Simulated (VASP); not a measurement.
Input of a VASP 6.6.1 run:

File INCAR:

```
  ALGO = Normal
  EDIFF = 1E-6
  EDIFFG = -0.01
  ENCUT = 600
  IBRION = 2
  ISIF = 3
  ISMEAR = 0
  KPAR = 2
  LASPH = T
  LCHARG = F
  LMIXTAU = T
  LREAL = F
  LWAVE = F
  METAGGA = R2SCAN
  NELM = 80
  NSW = 90
  PREC = Accurate
  SIGMA = 0.03
```

File KPOINTS:

```
k-points
0
Gamma
  12 12 12
```

File POSCAR:

```
CO2
1.0
   -1.7759000000      1.7759000000      2.9592000000
    1.7759000000     -1.7759000000      2.9592000000
    1.7759000000      1.7759000000     -2.9592000000
C O
2 4
Direct
    0.0000000000      0.0000000000      0.0000000000
    0.7500000000      0.2500000000      0.5000000000
    0.3750000000      0.3390000000      0.4640000000
    0.6610000000      0.1250000000      0.0360000000
    0.8750000000      0.9110000000      0.5360000000
    0.0890000000      0.6250000000      0.9640000000
```

Potentials or basis: VASP PAW PBE potentials, release 64 (C, O).

Command:

```bash
$ cat potpaw_PBE.64/C/POTCAR potpaw_PBE.64/O/POTCAR > POTCAR
$ mpirun -np 2 vasp_std > vasp.out
```

What does it give for the band gap on the k mesh?

8.44 eV, indirect (least direct gap 8.84 eV).

Predict the relaxed volume.

7.62 Å³/atom.

Stress tensor (GPa, compression positive):
```
-0.09  0.00  0.00
 0.00 -0.09  0.00
 0.00  0.00  0.03
```

Caveat: the volume moved by over 15 % at a fixed basis, so the end points are rough; the PAW data sets were made with another functional, which shifts forces and pressure a little; the volume moved by +22 % from the deposited cell, more than functionals usually miss. A k mesh can miss the band edges.
